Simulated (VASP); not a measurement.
A run of VASP 6.6.1 is set up as follows.

Contents of INCAR:

```
SYSTEM = Si
PREC     = Accurate       ! precision mode
ENCUT    = 520            ! plane-wave cutoff, eV
EDIFF    = 1E-6           ! SCF threshold, eV
ISMEAR   = 0              ! smearing method
SIGMA    = 0.025          ! smearing width, eV
LREAL    = .FALSE.        ! projectors in reciprocal space
LASPH    = .TRUE.         ! aspherical terms in the spheres
NELM     = 60             ! most SCF steps
ALGO     = Normal         ! electronic algorithm
ISIF     = 2              ! what is computed and relaxed
LWAVE    = .FALSE.        ! write WAVECAR
LCHARG   = .TRUE.         ! write CHGCAR
GGA      = PE             ! functional
LELF     = .TRUE.         ! ELF
LVHAR    = .TRUE.
```

KPOINTS

```
regular mesh
0
G
  12 12 11
  0 0 0
```

POSCAR

```
Si
1.0
    2.6205428149      0.0000000000      0.0000000000
   -1.3102714075      2.2694566494      0.0000000000
    0.0000000000      0.0000000000      2.4663543900
Si
1
Direct
    0.0000000000      0.0000000000      0.0000000000
```

Potentials or basis: VASP PAW PBE potentials, release 64 (Si).

Launch:

```sh
$ cat potpaw_PBE.64/Si/POTCAR > POTCAR
$ mpirun -np 1 vasp_std > vasp.out
```

Task: Predict the pressure.

Result: 3.0 GPa.

Task: What does it give for the band gap on the k mesh?

Result: None (metal or under the smearing width).

Stress tensor (GPa, compression positive):
```
1.26 0.00 0.00
0.00 1.26 0.00
0.00 0.00 6.51
```
